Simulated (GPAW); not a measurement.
# SnTe (Fm-3m) in GPAW: further runs

One crystal, SnTe, is run at these levels: RPBE+D3(BJ), RPBE+D4, revPBE+D3(BJ); tasks: relaxation of cell and atoms.

Program: GPAW 26.7.0. These are calculated values, not measurements. Logs are shortened: lines on timing, memory, paths and dates and some standing lists are left out, and cuts for length are marked. The log counts tension as positive stress, the text compression.

## Step 1: The structure

The structure is cubic, space group Fm-3m (No. 225). The conventional cell has a = 6.302 Å, b = 6.302 Å, c = 6.302 Å, α = 90.00°, β = 90.00°, γ = 90.00°. Te (site symmetry m-3m) has 6 Sn at 3.15 Å as nearest neighbours. Sn (site symmetry m-3m) has 6 Te at 3.15 Å as nearest neighbours.

## Step 2: Relaxation of cell and atoms, RPBE+D3(BJ)

Contents of run.py:

```python
from ase import Atoms
from ase.calculators.mixing import SumCalculator
from ase.filters import FrechetCellFilter
from ase.io import write
from ase.optimize import BFGS
from dftd3.ase import DFTD3
from gpaw import GPAW, PW

atoms = Atoms(['Te', 'Sn'],
              cell=[[0.0, 3.15085, 3.15085],
                    [3.15085, 0.0, 3.15085],
                    [3.15085, 3.15085, 0.0]],
              scaled_positions=[[0.5, 0.5, 0.5],
                                [0.0, 0.0, 0.0]],
              pbc=True)

calc = GPAW(mode=PW(600),
            xc='RPBE',
            kpts={'size': (7, 7, 7), 'gamma': True},
            occupations={'name': 'fermi-dirac', 'width': 0.05},
            nbands=19,
            convergence={'density': 1e-05, 'forces': 0.0001},
            maxiter=150,
            txt='gpaw.txt')
atoms.calc = SumCalculator([calc, DFTD3(method='rpbe', damping='d3bj')])
opt = BFGS(FrechetCellFilter(atoms), trajectory='relax.traj', logfile='-')
done = opt.run(fmax=0.02, steps=100)
calc.write('gs.gpw')
write('result.traj', atoms)
print('Converged:', done)
print('Cell:', atoms.cell.cellpar().round(4))
print('Volume:', round(atoms.get_volume(), 4))
print(atoms.get_scaled_positions().round(5))
```

Potentials or basis: the program's PAW data sets (release 1.2.1) made for this functional, pw.

The run is started by

```console
OMP_NUM_THREADS=1 python run.py
```

gpaw.txt:

```text
__  _  _
 | _ |_)|_||  |
 |__||  | ||/\| - 26.7.0

Input parameters:
  mode=PW(ecut=600.0),
  convergence={'density': 1e-05, 'forces': 0.0001},
  kpts=MonkhorstPack(size=(7, 7, 7), gamma=True),
  maxiter=150,
  nbands=19,
  occupations=Occupations(name='fermi-dirac', width=0.05),
  xc=XC(name='RPBE')

Diagonalizing LCAO Hamiltonian
Converting LCAO to pw mode

                 Te

       Sn

Atoms  # Å, Bohr magnetons
|   | symbol |        x |        y |        z |    initial magnetic moments |
|---|--------|----------|----------|----------|-----------------------------|
| 0 |     Te | 3.150850 | 3.150850 | 3.150850 | ( 0.0000,  0.0000,  0.0000) |
| 1 |     Sn | 0.000000 | 0.000000 | 0.000000 | ( 0.0000,  0.0000,  0.0000) |

Unit cell  # Å
| periodic |        x |        y |        z |  lengths |    angles |
|----------|----------|----------|----------|----------|-----------|
|      yes | 0.000000 | 3.150850 | 3.150850 | 4.455975 | 60.000000 |
|      yes | 3.150850 | 0.000000 | 3.150850 | 4.455975 | 60.000000 |
|      yes | 3.150850 | 3.150850 | 0.000000 | 4.455975 | 60.000000 |

Number of symmetries: 48
Symmetry operations  # r_c * U_cc + t_c -> r_c
|    | kind |            matrix            |
|----|------|------------------------------|
|  0 |  σ   |  1, 0, 0,  1, 0,-1,  1,-1, 0 |
|  1 |  C2  |  1, 0, 0,  1,-1, 0,  1, 0,-1 |
|  2 |  E   |  1, 0, 0,  0, 1, 0,  0, 0, 1 |
|  3 |  σ   |  1, 0, 0,  0, 0, 1,  0, 1, 0 |
|  4 |  C4  |  1, 0,-1,  1, 0, 0,  1,-1, 0 |
|  5 |  S6  |  1, 0,-1,  1,-1, 0,  1, 0, 0 |
|  6 |  σ   |  1, 0,-1,  0, 1,-1,  0, 0,-1 |
|  7 |  C3  |  1, 0,-1,  0, 0,-1,  0, 1,-1 |
|  8 |  S6  |  1,-1, 0,  1, 0, 0,  1, 0,-1 |
[... 173 lines left out ...]
SCF iterations
|iter     | |      energy | eigst |  dens |force |
|---------|-|-------------|-------|-------|------|
|iter:   1| |   -7.109976 | -0.14 |       |      |
|iter:   2| |   -7.104729 | -2.28 | -1.47 |      |
|iter:   3| |   -7.080774 | -2.63 | -1.51 |      |
|iter:   4| |   -7.083364 | -3.90 | -2.09 |      |
|iter:   5| |   -7.083800c| -4.51 | -2.58 |      |
|iter:   6| |   -7.083813c| -5.88 | -3.25 |      |
|iter:   7| |   -7.083813c| -7.34 | -4.18 |      |
|iter:   8| |   -7.083813c| -7.86c| -4.71 |      |
|iter:   9| |   -7.083813c| -8.48c| -5.66c|      |
|iter:  10| |   -7.083813c| -9.03c| -6.27c|-22.34c|

Converged in 10 steps
Energy contributions relative to reference atoms: (reference = -352819.508013)
[... 44 lines left out ...]
Stress tensor  # eV/Ang^3
|         x |         y |         z |
|-----------|-----------|-----------|
| -0.021129 |  0.000000 |  0.000000 |
|  0.000000 | -0.021129 | -0.000000 |
|  0.000000 | -0.000000 | -0.021129 |

Forces  # eV/Ang
|       x |        y |        z |
|---------|----------|----------|
| 0.00000 | -0.00000 | -0.00000 |  # Te   0
| 0.00000 | -0.00000 | -0.00000 |  # Sn   1

Interpolating wave functions to new cell

                Te

       Sn

Atoms  # Å, Bohr magnetons
|   | symbol |         x |         y |        z |    initial magnetic moments |
|---|--------|-----------|-----------|----------|-----------------------------|
| 0 |     Te |  3.104319 |  3.104319 | 3.104319 | ( 0.0000,  0.0000,  0.0000) |
| 1 |     Sn | -0.000000 | -0.000000 | 0.000000 | ( 0.0000,  0.0000,  0.0000) |

Unit cell  # Å
| periodic |         x |        y |        z |  lengths |    angles |
|----------|-----------|----------|----------|----------|-----------|
|      yes | -0.000000 | 3.104319 | 3.104319 | 4.390171 | 60.000000 |
|      yes |  3.104319 | 0.000000 | 3.104319 | 4.390171 | 60.000000 |
|      yes |  3.104319 | 3.104319 | 0.000000 | 4.390171 | 60.000000 |

Number of symmetries: 48
Symmetry operations  # r_c * U_cc + t_c -> r_c
|    | kind |            matrix            |
|----|------|------------------------------|
|  0 |  σ   |  1, 0, 0,  1, 0,-1,  1,-1, 0 |
|  1 |  C2  |  1, 0, 0,  1,-1, 0,  1, 0,-1 |
|  2 |  E   |  1, 0, 0,  0, 1, 0,  0, 0, 1 |
|  3 |  σ   |  1, 0, 0,  0, 0, 1,  0, 1, 0 |
|  4 |  C4  |  1, 0,-1,  1, 0, 0,  1,-1, 0 |
|  5 |  S6  |  1, 0,-1,  1,-1, 0,  1, 0, 0 |
|  6 |  σ   |  1, 0,-1,  0, 1,-1,  0, 0,-1 |
|  7 |  C3  |  1, 0,-1,  0, 0,-1,  0, 1,-1 |
|  8 |  S6  |  1,-1, 0,  1, 0, 0,  1, 0,-1 |
[... 233 lines left out ...]
Stress tensor  # eV/Ang^3
|         x |         y |         z |
|-----------|-----------|-----------|
| -0.036567 | -0.000000 |  0.000000 |
| -0.000000 | -0.036567 | -0.000000 |
|  0.000000 | -0.000000 | -0.036567 |

Forces  # eV/Ang
|       x |       y |       z |
|---------|---------|---------|
| 0.00000 | 0.00000 | 0.00000 |  # Te   0
| 0.00000 | 0.00000 | 0.00000 |  # Sn   1

Interpolating wave functions to new cell

                Te

       Sn

Atoms  # Å, Bohr magnetons
|   | symbol |         x |        y |        z |    initial magnetic moments |
|---|--------|-----------|----------|----------|-----------------------------|
| 0 |     Te |  2.858381 | 2.858381 | 2.858381 | ( 0.0000,  0.0000,  0.0000) |
| 1 |     Sn | -0.000000 | 0.000000 | 0.000000 | ( 0.0000,  0.0000,  0.0000) |

Unit cell  # Å
| periodic |        x |        y |        z |  lengths |    angles |
|----------|----------|----------|----------|----------|-----------|
|      yes | 0.000000 | 2.858381 | 2.858381 | 4.042362 | 60.000000 |
|      yes | 2.858381 | 0.000000 | 2.858381 | 4.042362 | 60.000000 |
|      yes | 2.858381 | 2.858381 | 0.000000 | 4.042362 | 60.000000 |

Number of symmetries: 48
Symmetry operations  # r_c * U_cc + t_c -> r_c
|    | kind |            matrix            |
|----|------|------------------------------|
|  0 |  σ   |  1, 0, 0,  1, 0,-1,  1,-1, 0 |
|  1 |  C2  |  1, 0, 0,  1,-1, 0,  1, 0,-1 |
|  2 |  E   |  1, 0, 0,  0, 1, 0,  0, 0, 1 |
|  3 |  σ   |  1, 0, 0,  0, 0, 1,  0, 1, 0 |
|  4 |  C4  |  1, 0,-1,  1, 0, 0,  1,-1, 0 |
|  5 |  S6  |  1, 0,-1,  1,-1, 0,  1, 0, 0 |
|  6 |  σ   |  1, 0,-1,  0, 1,-1,  0, 0,-1 |
|  7 |  C3  |  1, 0,-1,  0, 0,-1,  0, 1,-1 |
|  8 |  S6  |  1,-1, 0,  1, 0, 0,  1, 0,-1 |
[... 214 lines left out ...]
|          5 |        -4.769 |     2.000 |
|          6 |         7.547 |     2.000 |
|          7 |         7.578 |     2.000 |
[... 9 lines left out ...]
|         17 |        17.770 |     0.000 |
|         18 |        17.770 |     0.000 |

No gap
No difference between direct/indirect transitions

Stress tensor  # eV/Ang^3
|         x |         y |         z |
|-----------|-----------|-----------|
| -0.187912 | -0.000000 |  0.000000 |
| -0.000000 | -0.187912 |  0.000000 |
|  0.000000 |  0.000000 | -0.187912 |

Forces  # eV/Ang
|       x |       y |        z |
|---------|---------|----------|
| 0.00000 | 0.00000 | -0.00000 |  # Te   0
| 0.00000 | 0.00000 |  0.00000 |  # Sn   1

Interpolating wave functions to new cell

                Te

       Sn

Atoms  # Å, Bohr magnetons
|   | symbol |         x |        y |         z |    initial magnetic moments |
|---|--------|-----------|----------|-----------|-----------------------------|
| 0 |     Te |  2.937508 | 2.937508 |  2.937508 | ( 0.0000,  0.0000,  0.0000) |
| 1 |     Sn | -0.000000 | 0.000000 | -0.000000 | ( 0.0000,  0.0000,  0.0000) |

Unit cell  # Å
| periodic |         x |         y |        z |  lengths |    angles |
|----------|-----------|-----------|----------|----------|-----------|
|      yes | -0.000000 |  2.937508 | 2.937508 | 4.154264 | 60.000000 |
|      yes |  2.937508 | -0.000000 | 2.937508 | 4.154264 | 60.000000 |
|      yes |  2.937508 |  2.937508 | 0.000000 | 4.154264 | 60.000000 |

Number of symmetries: 48
Symmetry operations  # r_c * U_cc + t_c -> r_c
|    | kind |            matrix            |
|----|------|------------------------------|
|  0 |  σ   |  1, 0, 0,  1, 0,-1,  1,-1, 0 |
|  1 |  C2  |  1, 0, 0,  1,-1, 0,  1, 0,-1 |
|  2 |  E   |  1, 0, 0,  0, 1, 0,  0, 0, 1 |
|  3 |  σ   |  1, 0, 0,  0, 0, 1,  0, 1, 0 |
|  4 |  C4  |  1, 0,-1,  1, 0, 0,  1,-1, 0 |
|  5 |  S6  |  1, 0,-1,  1,-1, 0,  1, 0, 0 |
|  6 |  σ   |  1, 0,-1,  0, 1,-1,  0, 0,-1 |
|  7 |  C3  |  1, 0,-1,  0, 0,-1,  0, 1,-1 |
|  8 |  S6  |  1,-1, 0,  1, 0, 0,  1, 0,-1 |
[... 228 lines left out ...]
Gap: 0.233 eV
Transition (v -> c):
  (s=0, k=3, n=9, [0.29, 0.14, 0.14]) -> (s=0, k=19, n=10, [0.43, 0.43, 0.43])
Direct/indirect transitions are different
Direct gap: 0.277 eV
Transition at: (s=0, k=19, n=9, [0.43, 0.43, 0.43])

Stress tensor  # eV/Ang^3
|         x |         y |         z |
|-----------|-----------|-----------|
| -0.125623 | -0.000000 |  0.000000 |
| -0.000000 | -0.125623 |  0.000000 |
|  0.000000 |  0.000000 | -0.125623 |

Forces  # eV/Ang
|        x |        y |        z |
|----------|----------|----------|
| -0.00000 | -0.00000 |  0.00000 |  # Te   0
| -0.00000 |  0.00000 | -0.00000 |  # Sn   1

Interpolating wave functions to new cell

                Te

       Sn

Atoms  # Å, Bohr magnetons
|   | symbol |        x |        y |         z |    initial magnetic moments |
|---|--------|----------|----------|-----------|-----------------------------|
| 0 |     Te | 2.929141 | 2.929141 |  2.929141 | ( 0.0000,  0.0000,  0.0000) |
| 1 |     Sn | 0.000000 | 0.000000 | -0.000000 | ( 0.0000,  0.0000,  0.0000) |

Unit cell  # Å
| periodic |         x |         y |        z |  lengths |    angles |
|----------|-----------|-----------|----------|----------|-----------|
|      yes | -0.000000 |  2.929141 | 2.929141 | 4.142432 | 60.000000 |
|      yes |  2.929141 | -0.000000 | 2.929141 | 4.142432 | 60.000000 |
|      yes |  2.929141 |  2.929141 | 0.000000 | 4.142432 | 60.000000 |

Number of symmetries: 48
Symmetry operations  # r_c * U_cc + t_c -> r_c
|    | kind |            matrix            |
|----|------|------------------------------|
|  0 |  σ   |  1, 0, 0,  1, 0,-1,  1,-1, 0 |
|  1 |  C2  |  1, 0, 0,  1,-1, 0,  1, 0,-1 |
|  2 |  E   |  1, 0, 0,  0, 1, 0,  0, 0, 1 |
|  3 |  σ   |  1, 0, 0,  0, 0, 1,  0, 1, 0 |
|  4 |  C4  |  1, 0,-1,  1, 0, 0,  1,-1, 0 |
|  5 |  S6  |  1, 0,-1,  1,-1, 0,  1, 0, 0 |
|  6 |  σ   |  1, 0,-1,  0, 1,-1,  0, 0,-1 |
|  7 |  C3  |  1, 0,-1,  0, 0,-1,  0, 1,-1 |
|  8 |  S6  |  1,-1, 0,  1, 0, 0,  1, 0,-1 |
[... 173 lines left out ...]
SCF iterations
|iter     | |      energy | eigst |  dens |force |
|---------|-|-------------|-------|-------|------|
|iter:   1| |   -6.264063 | -2.30 |       |      |
|iter:   2| |   -6.263602 | -4.53 | -2.28 |      |
|iter:   3| |   -6.260824c| -4.40 | -2.32 |      |
|iter:   4| |   -6.260725c| -5.11 | -3.03 |      |
|iter:   5| |   -6.260727c| -5.82 | -3.47 |      |
|iter:   6| |   -6.260726c| -7.06 | -4.16 |      |
|iter:   7| |   -6.260726c| -7.78c| -4.71 |      |
|iter:   8| |   -6.260726c| -8.47c| -5.58c|      |
|iter:   9| |   -6.260726c| -8.90c| -6.05c|-23.81c|

Converged in 9 steps
Energy contributions relative to reference atoms: (reference = -352819.508013)
[... 39 lines left out ...]
Gap: 0.185 eV
Transition (v -> c):
  (s=0, k=3, n=9, [0.29, 0.14, 0.14]) -> (s=0, k=19, n=10, [0.43, 0.43, 0.43])
Direct/indirect transitions are different
Direct gap: 0.262 eV
Transition at: (s=0, k=19, n=9, [0.43, 0.43, 0.43])

Stress tensor  # eV/Ang^3
|         x |         y |         z |
|-----------|-----------|-----------|
| -0.131626 |  0.000000 |  0.000000 |
|  0.000000 | -0.131626 |  0.000000 |
|  0.000000 |  0.000000 | -0.131626 |

Forces  # eV/Ang
|        x |        y |        z |
|----------|----------|----------|
|  0.00000 | -0.00000 | -0.00000 |  # Te   0
| -0.00000 | -0.00000 | -0.00000 |  # Sn   1

# Writing to gs.gpw (mode='')
```

Wall time 72 s (1 thread of Arm Neoverse V1, shared host); peak memory 0.25 GiB.

What came out:

```
Free energy                            : -11.1678 eV
Relaxed volume                         : 25.13 Å³/atom
Relaxed cell                           : a = 4.142 Å, b = 4.142 Å, c = 4.142 Å, α = 60.00°, β = 60.00°, γ = 60.00°
Space group after relaxing (to 0.05 Å) : Fm-3m (No. 225)
Energy gained by relaxing              : 250.5 meV/atom
Ionic steps                            : 5
Pressure after relaxing                : 0.0 GPa
Dispersion energy per atom             : -2.453 eV
```

The path:
```tsv
step	energy change (eV)	largest force (eV/Å)	pressure (GPa)	volume (Å³)
1	0.0000	0.0000	-10.67	62.56
2	-0.1719	0.0000	-9.45	59.83
3	-0.4403	0.0000	5.99	46.71
4	-0.5006	0.0000	-0.64	50.70
5	-0.5011	0.0000	-0.01	50.26
```

Final structure:
```cif
data_structure
_symmetry_space_group_name_H-M 'P 1'
_symmetry_Int_Tables_number 1
_cell_length_a 4.1424
_cell_length_b 4.1424
_cell_length_c 4.1424
_cell_angle_alpha 60.000
_cell_angle_beta 60.000
_cell_angle_gamma 60.000
_cell_volume 50.26
loop_
_atom_site_label
_atom_site_type_symbol
_atom_site_fract_x
_atom_site_fract_y
_atom_site_fract_z
_atom_site_occupancy
Te1 Te 0.50000 0.50000 0.50000 1
Sn1 Sn 0.00000 0.00000 0.00000 1
```

Caveat: this odd mesh misses L, where the gap lies, so gap, dielectric constants and Born charges aren't listed; later steps reuse the first step's grids; the volume moved by over 15 % at a fixed basis, so the end points are rough; the volume moved by -20 % from the deposited cell, more than functionals usually miss.

(Continued in part 2 of 2.)
